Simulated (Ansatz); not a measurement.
Input and command of a calculation in Ansatz (plane waves; scalar-relativistic PAW potentials unless the input names others):

```yaml
crystal:
  lattice:
    - [0.0, 1.53311365, 1.53311365]
    - [1.53311365, 0.0, 1.53311365]
    - [1.53311365, 1.53311365, 0.0]
  atoms:
    - { symbol: Hg, position: [0.0, 0.0, 0.0] }
basis:
  ecutwfc: 420
kpoints:
  mp_grid: { grid: [16, 16, 16] }
hamiltonian:
  xc: pbe
scf:
  occupations: { method: gaussian, width: 0.1 }
  max_iter: 100
output:
  forces: true
  eigenvalues: true
  stress: true
```

```bash
ansatz run input.yaml --threads 1 --pin off --max-ram 1331MiB --backend cpu --events-out ev --progress --plain --runs-dir out
```

Abridged log:
```
Basis set: ecut = 420 eV, 137 PW (Γ), exchange–correlation on 30×30×30 points (8 copies of the dense FFT grid, shifted against one another)
Bands: 14, of which v1, the nominal top of the filled ones, is band 10 counted from 1 (9 counted from 0)
Symmetry: 48 space group operations
k-points: 145 of 4096
SCF iter   1: F=—  HF=-13786.697816 eV  |F-HF|=—  |Δ(HF+E_count)|=         —  Δρ=7.78e-2  dr2=2.46e-1  ethr=1.77e-3  ⟨swp⟩=5.2  Hψ=10915  notcnv=0
SCF iter   2: F=—  HF=-13786.655887 eV  |F-HF|=—  |Δ(HF+E_count)|=   4.19e-2  Δρ=2.35e-2  dr2=1.30e-2  ethr=1.23e-3  ⟨swp⟩=3.0  Hψ=4497  notcnv=0  defer=3
SCF iter   3: F=—  HF=-13786.665911 eV  |F-HF|=—  |Δ(HF+E_count)|=   1.00e-2  Δρ=6.11e-3  dr2=6.67e-4  ethr=6.51e-5  ⟨swp⟩=1.1  Hψ=2137  notcnv=0  defer=3
SCF iter   4: F=—  HF=-13786.666829 eV  |F-HF|=—  |Δ(HF+E_count)|=   9.18e-4  Δρ=2.99e-4  dr2=1.72e-6  ethr=3.33e-6  ⟨swp⟩=1.4  Hψ=2279  notcnv=0  defer=3
SCF iter   5: F=—  HF=-13786.666828 eV  |F-HF|=—  |Δ(HF+E_count)|=   1.07e-6  Δρ=4.99e-5  dr2=6.56e-8  ethr=8.58e-9  ⟨swp⟩=2.4  Hψ=3485  notcnv=0  defer=3
SCF iter   6: F=-13786.666828 eV  HF=-13786.666828 eV  |F-HF|=1.27e-11  |Δ(HF+E_count)|=   2.03e-8  Δρ=2.03e-6  dr2=4.46e-11  ethr=3.28e-10  ⟨swp⟩=3.1  Hψ=8139  notcnv=0
SCF 1 converged in 6 iterations: F = -13786.666828 eV  dr2 = 4.46e-11
SCF converged after 6 iterations
Free energy (F): -13786.666828 eV
Harris-Foulkes:  -13786.666828 eV  (|F-HF|=1.27e-11)
Internal energy: -13786.665745 eV  (E = F + TS)
E sigma→0 (E₀):  -13786.666286 eV
Entropy (-TS):   -0.001082 eV (-1.082 meV/atom)
Fermi energy:    65.725119 eV
--- Forces (eV/Å), atoms counted from 1 ---
  atom   1  Hg     0.00000000     0.00000000     0.00000000
--- Stress (GPa, compression-positive) ---
     1739.708076       0.000000       0.000000
        0.000000    1739.708076       0.000000
        0.000000       0.000000    1739.708076
  P = ⅓ Tr σ = 1739.7081 GPa (17397.081 kbar)
```

Question: The run was meant for a cell not far from equilibrium. What is wrong with this input?

Answer: The fault is a lattice far too small (lattice vectors times 0.700). Setting it back cures it. The run converged all the same, with an energy at zero smearing 26.6 eV/atom above the reference's, pressure 1739.71 GPa, largest force 0.000 eV/Å, no gap on the mesh, so convergence alone doesn't show that an input is right. A reference run of the cell with lattice vectors 0.0000 2.1902 2.1902; 2.1902 0.0000 2.1902; 2.1902 2.1902 0.0000 Å and the atoms in their places converged with pressure 11.70 GPa, largest force 0.000 eV/Å, no gap on the mesh.